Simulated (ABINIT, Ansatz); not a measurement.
**How the form of the self-energy moves the gap of BeTe (F-43m)**

How much does the gap of BeTe (F-43m) depend on the approximation to the self-energy?

Method: PBE and many-body steps on it, plane waves, in ABINIT 10.8.3.

**The experiments to reproduce.**

- Gap 2.8 eV: absolute (indirect, Gamma to X) gap, second literature value; film (quoted from earlier experiment) (quoted in “The band structure of BeTe - a combined experimental and theoretical study”, 1997, arxiv:cond-mat/9712266).

- Gap 2.7 eV: absolute (indirect, Gamma to X) gap; bulk crystal (quoted from earlier experiment) (quoted in “The band structure of BeTe - a combined experimental and theoretical study”, 1997, arxiv:cond-mat/9712266).

This is a report of a sequence of runs, with most program output left out.

### Step 1. The starting structure

Symmetry: F-43m, No. 216, cubic system. The conventional cell has a = 5.663 Å, b = 5.663 Å, c = 5.663 Å, α = 90.00°, β = 90.00°, γ = 90.00°. Be has 4 Te at 2.45 Å nearest. Nearest to Te lie 4 Be at 2.45 Å. Farther neighbours and most contacts between anions are not listed.

The cell and positions are those that the Materials Project relaxed with its own functionals (PBE, PBE+U or r2SCAN), kept fixed. Spin-orbit coupling is left out unless a step names it.

### Step 2. Empty states on the mesh, 6×6×6 mesh, 425 bands

This step: ABINIT 10.8.3; DFT, PBE, plane waves, norm-conserving pseudopotentials.

The sums over transitions need many empty states on a uniform mesh; this step solves for them.

The input, run.abi:

```
acell 3*1.0 Angstrom
rprim 
  -0.000000000000 2.831458787600 2.831458787600
  2.831458787600 0.000000000000 2.831458787600
  2.831458787600 2.831458787600 0.000000000000
ntypat 2
znucl 4 52
natom 2
typat 1 2
xred 
  0.000000000000 0.000000000000 0.000000000000
  0.750000000000 0.750000000000 0.750000000000
pp_dirpath "pseudos"
pseudos "Be.upf, Te.upf"
ecut 38
ngkpt 6 6 6
nshiftk 1
shiftk 0 0 0
kptopt 1
chksymbreak 0
irdden 1
istwfk *1
nband 425
prtvol 0
optdriver 6
gwr_task "HDIAGO"
paral_kgb 0
occopt 1
indata_prefix "in"
outdata_prefix "out"
tmpdata_prefix "tmp"
```

Run with:

```bash
OMP_NUM_THREADS=1 mpirun -n 8 abinit run.abi > log
```

Run time: 56 s. Hardware: 8 MPI ranks of Arm Neoverse V2, shared host; peak memory 5.6 GiB.

This step gave:

- gap: 2.028 eV
- k of the valence top: 0, 0, 0
- k of the conduction bottom: 0.5, 0.5, 0
- least direct gap: 3.658 eV
- k points computed: 16
- lowest point of the top converged band, above the valence top: 236.7247 eV

On this mesh the gap is 2.028 eV.

The density comes from a self-consistent run that is not shown.

### Step 3. Screening, 6×6×6 mesh, 176 bands, screening to 212.2 eV

The RPA dielectric matrix is built and inverted for each q.

This step: RPA screening on PBE, plane waves, norm-conserving pseudopotentials.

Changes to run.abi since step 2:

```diff
@@ -20,10 +20,11 @@
 chksymbreak 0
-irdden 1
 istwfk *1
-nband 425
-prtvol 0
-optdriver 6
-gwr_task "HDIAGO"
-paral_kgb 0
 occopt 1
+irdwfk 1
+optdriver 3
+nband 176
+ecuteps 7.8
+inclvkb 2
+awtr 1
+symchi 1
 indata_prefix "in"
```

The job ended after 2.6 min (8 MPI ranks; peak memory 3.2 GiB; 21 min of CPU time).

Numbers from this step:

| Item | Value |
| --- | --- |
| ε∞ with local fields, on this mesh, along the program's q direction | 7.299 |
| the same without local fields | 8.406 |
| plasma frequency | 24.65 eV |
| plane waves in the screening matrix | 331 |

Local fields lower ε∞ by 13 %.

### Step 4. G0W0, Godby-Needs plasmon pole

The self-energy is evaluated for the states that the input lists, and the levels follow from it, in one-shot runs by the linearised quasiparticle equation.

This step: G0W0 on PBE, plane waves, norm-conserving pseudopotentials.

Changes to run.abi since step 3:

```diff
@@ -23,8 +23,17 @@
 irdwfk 1
-optdriver 3
+optdriver 4
 nband 176
+gwcalctyp 0
+ecutsigx 38
+symsigma 1
+nkptgw 2
+kptgw 
+  0.0000000000 0.0000000000 0.0000000000
+  0.5000000000 0.5000000000 0.0000000000
+bdgw 
+  8 13
+  9 12
 ecuteps 7.8
-inclvkb 2
-awtr 1
-symchi 1
+irdscr 1
+ppmodel 1
 indata_prefix "in"
```

Elapsed: 23 s, on 8 MPI ranks; peak memory 3.2 GiB.

Numbers from this step:

```
G0W0 gap on the points computed              : 3.422 eV
starting gap on the mesh                     : 2.028 eV
k of the valence top                         : 0, 0, 0
k of the conduction bottom                   : 0.5, 0.5, 0
Z at the valence top                         : 0.801
Z at the conduction bottom                   : 0.814
least direct G0W0 gap on the computed points : 5.311 eV
```

The gap on the mesh goes from 2.03 eV to 3.42 eV, a correction of +1.39 eV.

### Step 5. G0W0, von der Linden-Horsch plasmon pole

Changes to run.abi since step 4:

```diff
@@ -37,3 +37,3 @@
 irdscr 1
-ppmodel 1
+ppmodel 3
 indata_prefix "in"
```

Elapsed: 11 s, on 8 MPI ranks; peak memory 2.9 GiB; 90 s of CPU time.

This step gave:

* G0W0 gap on the points computed: 3.460 eV
* starting gap on the mesh: 2.028 eV
* k of the valence top: 0, 0, 0
* k of the conduction bottom: 0.5, 0.5, 0
* Z at the valence top: 0.86
* Z at the conduction bottom: 0.875
* least direct G0W0 gap on the computed points: 5.389 eV

Against G0W0 in ABINIT (6×6×6 mesh, 176 bands, screening to 212.2 eV, Godby-Needs plasmon pole), the gap moves by +0.038 eV.

### Step 6. G0W0, Engel-Farid plasmon pole

Changes to run.abi since step 5:

```diff
@@ -37,3 +37,3 @@
 irdscr 1
-ppmodel 3
+ppmodel 4
 indata_prefix "in"
```

It took 11 s on 8 MPI ranks; peak memory 2.9 GiB; 89 s of CPU time.

This step gave:

- G0W0 gap on the points computed: 3.453 eV
- starting gap on the mesh: 2.028 eV
- k of the valence top: 0, 0, 0
- k of the conduction bottom: 0.5, 0.5, 0
- least direct G0W0 gap on the computed points: 5.359 eV

Against G0W0 in ABINIT (6×6×6 mesh, 176 bands, screening to 212.2 eV, Godby-Needs plasmon pole), the gap moves by +0.031 eV.

### Step 7. Side by side

Times are wall times on 8 MPI ranks of Arm Neoverse V2, shared host, good to a factor of about two. A run's time includes the screening step that it read.

```
                                     run   mesh  bands  screening cutoff (eV)  DFT gap (eV)  gap on the mesh (eV)  direct (eV)  ε∞ used     time
          G0W0, Godby-Needs plasmon pole  6×6×6    176                  212.2         2.028                 3.422        5.311     7.30    3 min
G0W0, von der Linden-Horsch plasmon pole  6×6×6    176                  212.2         2.028                 3.460        5.389     7.30  2.8 min
          G0W0, Engel-Farid plasmon pole  6×6×6    176                  212.2         2.028                 3.453        5.359     7.30  2.8 min
```

### Step 8. What came out

| Property | Result |
| --- | --- |
| G0W0, Godby-Needs plasmon pole | 3.422 eV |
| G0W0, von der Linden-Horsch plasmon pole | 3.460 eV |
| G0W0, Engel-Farid plasmon pole | 3.453 eV |
| known limits | not at the basis limit; exchange with frozen shells missing; no spin-orbit coupling |

In words: G0W0, von der Linden-Horsch plasmon pole: +0.038 eV against G0W0, Godby-Needs plasmon pole. G0W0, Engel-Farid plasmon pole: +0.031 eV against G0W0, Godby-Needs plasmon pole. Against experiment, by G0W0, Godby-Needs plasmon pole: the gap of 3.42 eV lies +0.62 eV from the measured 2.8 eV (indirect, quoted 1997); the gap of 3.42 eV lies +0.72 eV from the measured 2.7 eV (indirect, quoted 1997). These are gaps on the mesh, at modest bands and cutoff. The calculation has static nuclei and no excitons; a measured gap holds zero-point and thermal motion, which mostly lowers it. With atoms this heavy the missing spin-orbit coupling can matter too. Bands and cutoff are finite, so the gap is not at the basis limit. The miss can reach some tenths of an eV and take either sign; the mesh is an error of its own. In the G0W0 runs levels were corrected at 2 k points alone, so a gap called «on the mesh» is the least over those, and an edge elsewhere would be missed. The norm-conserving file of at least one element keeps a d shell over frozen s and p shells of the same row. Exchange with those shells is missing from the self-energy, an error of 0.3 to 0.9 eV in cases checked, whose sign depends on which edge lies on those atoms.

[Paths, hosts, dates, memory and timing lines, banners, echoed tables and standing remarks are left out of the program output.]

[Logs are printed without paths, hosts, clocks, repeated set-up lines and the standing remarks that a program may print on its own settings, such as how far it seeks lower states.]

[Runs of the session that timed out or met a known fault of the program may be left out.]

[Hosts, paths, dates, database ids (printed as entryN), source tags and the programs' standing remarks are cut or masked in the printed files.]

[G0W0 gaps are taken among the corrected bands and points alone; a level outside them can change the order at an edge.]

[Where Ansatz stands beside ABINIT at settings called matched, ABINIT's density can come from a denser mesh and the files from another edition; pairs whose starting gaps differed by over 0.03 eV were left out, so agreement reads better than it is.]
